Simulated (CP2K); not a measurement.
Runs of CP2K 2026.2 on AgCl (Chlorargyrite). The structure is cubic, space group Fm-3m (No. 225). The conventional cell has a = 5.470 Å, b = 5.470 Å, c = 5.470 Å, α = 90.00°, β = 90.00°, γ = 90.00°. Around Ag (site symmetry m-3m) lie 6 Cl at 2.74 Å. Cl (site symmetry m-3m) is surrounded by 6 Ag at 2.74 Å. 

```tsv
level	potentials or basis	spin	smearing	EPS_DEFAULT	NGRIDS	points a segment of the path (NPOINTS)	bands added on the path	soc after scf	gap on the mesh (eV)	pressure (GPa)
PBE	GTH_SOC_POTENTIALS Ag GTH-PBE-q11, Cl GTH-PBE-q7; TZVP-MOLOPT-PBE-GTH basis	SOC, no magnetisation	fermi-dirac 0.1 eV	1.0E-9	4	6	6	yes	-	(b)
PBEsol	POTENTIAL_UZH Ag GTH-PBE-q11, Cl GTH-PBE-q7; TZVP-MOLOPT-PBE-GTH basis	off	fermi-dirac 0.05 eV	1.0E-9	5	10	2	-	(a)	(c)
PBE	POTENTIAL_UZH Ag GTH-PBE-q11, Cl GTH-PBE-q7; TZVP-MOLOPT-PBE-GTH basis	off	fermi-dirac 0.01 eV	1.0E-9	5	6	4	-	0.88	3.9
LDA	GTH_POTENTIALS Ag GTH-PADE-q11, Cl GTH-PADE-q7; TZVP-MOLOPT-PBE-GTH basis	off	fermi-dirac 0.05 eV	1.0E-10	4	6	6	-	0.54	-3.7
r2SCAN	POTENTIAL_UZH Ag GTH-SCAN-q11, Cl GTH-SCAN-q7; TZVP-MOLOPT-SCAN-GTH basis	off	fermi-dirac 0.0259 eV	1.0E-10	4	6	6	-	1.25	2.9
TB-mBJ	POTENTIAL_UZH Ag GTH-PBE-q11, Cl GTH-PBE-q7; TZVP-MOLOPT-PBE-GTH basis	off	fermi-dirac 0.05 eV	1.0E-9	5	6	2	-	none	-
```

Alike in all rows: task band structure; cell as given; k mesh 8 × 8 × 8.

**Question.** Fill in the values left out.

**Answer.** (a) 0.64; (b) 4.2; (c) -0.3.

Caveats: the basis of atomic orbitals isn't converged, which shifts pressures, moduli and gaps; the potentials were made for another functional, which shifts forces and pressure (some runs); this is a model potential without an energy functional, so only levels have meaning (some runs).

A k mesh can miss the band edges, and rows without SOC leave out spin-orbit coupling on Ag.

A gap of «none» marks a metal or a gap under the smearing width.
